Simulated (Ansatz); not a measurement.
## A series in volume scale on TePb

Results calculated with Ansatz 0.2.0, not measured. Periodic Kohn-Sham DFT of a crystal at fixed atoms, scaled to volume_scale times the given cell; pressure positive in compression, energy less spherical unpolarised free atoms, largest_vzz the field gradient of largest size among the nuclei.

The cell before it is scaled or strained (space group Fm-3m, No. 225):
```
TePb
1.0
      0.0000     3.2270     3.2270
      3.2270     0.0000     3.2270
      3.2270     3.2270     0.0000
Te Pb
1 1
Direct
  0.50000 0.50000 0.50000
  0.00000 0.00000 0.00000
```

Settings of every row: method all-electron LAPW; functional PBE; relativity scalar; k mesh 11x11x11; filling fermi-dirac; smearing width 0.08 eV; basis error target 1 meV/atom; nucleus gaussian.

Atom start moment: 0 on all atoms.

Limits: no spin-orbit coupling on heavy atoms.

| row | volume scale | V (Å³/atom) | energy less free atoms (eV/atom) | pressure (GPa) |
| --- | --- | --- | --- | --- |
| 1 | 0.96 | 32.26 | -3.709 | 4.482 |
| 2 | 0.98 | 32.932 | -3.7254 | 3.342 |
| 3 | 1 | 33.604 | -3.7372 | 2.316 |
| 4 | 1.02 | 34.277 | ? | ? |
| 5 | 1.04 | 34.949 | -3.749 | 0.561 |

Question: what energy less free atoms and pressure should row 4 give?

Worked fit of energy less free atoms. Take u = (V_r/V)^(2/3) − 1 with V_r = 33.268 Å³ an atom, which is twice the finite (Eulerian) strain; such expansions in the strain, on which the Birch-Murnaghan equation of state is built, carry the rest volume and the bulk modulus. The shown rows have u = 0.02072, 0.00679, -0.00668, -0.03233. Least squares give energy less free atoms = −3.73183 + 0.8786 × u + 10.756 × u² eV/atom; a straight line predicts inner rows, each left out in turn, worse (root mean square 0.0047 against 5.8e-05 eV/atom). All shown rows lie on it to the printed digit. The withheld row has u = -0.01972, so the fit gives −3.73183 + 0.8786 × (-0.01972) + 10.756 × (-0.01972)² = -3.7450 eV/atom.

The calculation gave -3.7449 eV/atom. The fit lies 0.0001 eV/atom (0.25 % of the column's range) below it, one unit of the last digit.

Worked fit of pressure. Take u = (V_r/V)^(2/3) − 1 with V_r = 33.268 Å³ an atom, which is twice the finite (Eulerian) strain; such expansions in the strain, on which the Birch-Murnaghan equation of state is built, carry the rest volume and the bulk modulus. The shown rows have u = 0.02072, 0.00679, -0.00668, -0.03233. Least squares give pressure = 2.8158 + 76.239 × u + 201.04 × u² GPa; a straight line predicts inner rows, each left out in turn, worse (root mean square 0.088 against 0.0014 GPa). The rows lie off it by 0.000, -0.001, 0.001, 0.000. The withheld row has u = -0.01972, so the fit gives 2.8158 + 76.239 × (-0.01972) + 201.04 × (-0.01972)² = 1.391 GPa.

The calculation gave 1.392 GPa. The fit lies 0.001 GPa (0.026 % of the column's range) below it, one unit of the last digit.
